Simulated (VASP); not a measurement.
Output of a VASP run:

### OSZICAR
```
       N       E                     dE             d eps       ncg     rms          rms(c)
DAV:   1     0.196918027806E+03    0.19692E+03   -0.12099E+04  1512   0.124E+03
DAV:   2    -0.109983326168E+02   -0.20792E+03   -0.20322E+03  1944   0.360E+02
DAV:   3    -0.183583153785E+02   -0.73600E+01   -0.73549E+01  1744   0.774E+01
DAV:   4    -0.186234863279E+02   -0.26517E+00   -0.26513E+00  2496   0.110E+01
DAV:   5    -0.186255574510E+02   -0.20711E-02   -0.20711E-02  1728   0.108E+00    0.774E+00
DAV:   6    -0.173669646583E+02    0.12586E+01   -0.65692E+00  1616   0.176E+01    0.319E+00
DAV:   7    -0.173674805043E+02   -0.51585E-03   -0.17587E-01  2008   0.364E+00    0.171E+00
DAV:   8    -0.173825745339E+02   -0.15094E-01   -0.32808E-02  1960   0.218E+00    0.180E-01
DAV:   9    -0.173870462390E+02   -0.44717E-02   -0.75927E-03  1968   0.665E-01    0.137E-01
DAV:  10    -0.173880045293E+02   -0.95829E-03   -0.14366E-03  1816   0.282E-01    0.265E-02
DAV:  11    -0.173880131026E+02   -0.85734E-05   -0.87705E-05  2080   0.816E-02    0.124E-02
DAV:  12    -0.173880190962E+02   -0.59936E-05   -0.16009E-05  1920   0.375E-02    0.311E-03
DAV:  13    -0.173880193311E+02   -0.23492E-06   -0.36867E-06  2000   0.149E-02
   1 F= -.17388019E+02 E0= -.17388019E+02  d E =-.703958E-49
```

OUTCAR:
```
------------------------ aborting loop because EDIFF is reached ----------------------------------------
  FORCE on cell =-STRESS in cart. coord.  units (eV):
  Direction    XX          YY          ZZ          XY          YZ          ZX
  --------------------------------------------------------------------------------------
  Total       -2.2038867     -2.2038867     -2.2038867      0.0000000     -0.0000000     -0.0000000
  in kB      -83.9775820    -83.9775820    -83.9775820      0.0000000     -0.0000000     -0.0000000
  external PRESSURE =     -83.9775820 kB  Pullay stress =       0.0000000 kB
  volume of cell :       42.05
      direct lattice vectors                 reciprocal lattice vectors
     0.000000000  2.759956000  2.759956000    -0.181162308  0.181162308  0.181162308
     2.759956000  0.000000000  2.759956000     0.181162308 -0.181162308  0.181162308
     2.759956000  2.759956000  0.000000000     0.181162308  0.181162308 -0.181162308
 POSITION                                       TOTAL-FORCE (eV/Angst)
 -----------------------------------------------------------------------------------
      0.00000      0.00000      0.00000         0.000000     -0.000000      0.000000
      4.13993      4.13993      4.13993         0.000000      0.000000      0.000000
      1.37998      1.37998      1.37998        -0.000000     -0.000000     -0.000000
 -----------------------------------------------------------------------------------
    total drift:                                0.000000      0.000000      0.000000
  FREE ENERGIE OF THE ION-ELECTRON SYSTEM (eV)
  ---------------------------------------------------
  free  energy   TOTEN  =       -17.3880193311 eV

  energy  without entropy=      -17.3880193311  energy(sigma->0) =      -17.38801933
```
(Selected blocks of OUTCAR.)

### POSCAR
```
CaF2
1
    0.0000000000     2.7599560000     2.7599560000
    2.7599560000     0.0000000000     2.7599560000
    2.7599560000     2.7599560000     0.0000000000
Ca F
1 2
Direct
  0.0000000000   0.0000000000   0.0000000000
  0.7500000000   0.7500000000   0.7500000000
  0.2500000000   0.2500000000   0.2500000000
```

Task: Reconstruct the remaining input files.

Result: This is not unique; one that fits is the input of the run itself, PBE GGA, plane waves, VASP's PBE PAW potentials (set 64).

**INCAR**
```
# general
SYSTEM  =  CaF2
PREC    =  Accurate
ENCUT   =  400   # plane-wave cut-off (eV)
LREAL   =  F
LASPH   =  T   # aspherical one-centre terms

# electronic loop
EDIFF   =  1E-6
NELM    =  100   # most electronic steps
ALGO    =  Normal   # blocked Davidson

# smearing
ISMEAR  =  0   # Gaussian
SIGMA   =  0.01

# functional
GGA     =  PE

# ions
ISIF    =  2   # forces and stress, cell fixed

# output
LWAVE   =  F
LCHARG  =  F
```

### KPOINTS
```
Automatic mesh
0
Gamma
10 10 10
0 0 0
```

POTCAR, in this order: Ca_sv F (PBE.64 set). Program: vasp_std.

At this cut-off the stress carries a Pulay error, which pulls relaxed volumes low.

The structure comes from a computed database's CaF2 entry; how it stands against other phases isn't given here. The cell was not relaxed at this level.
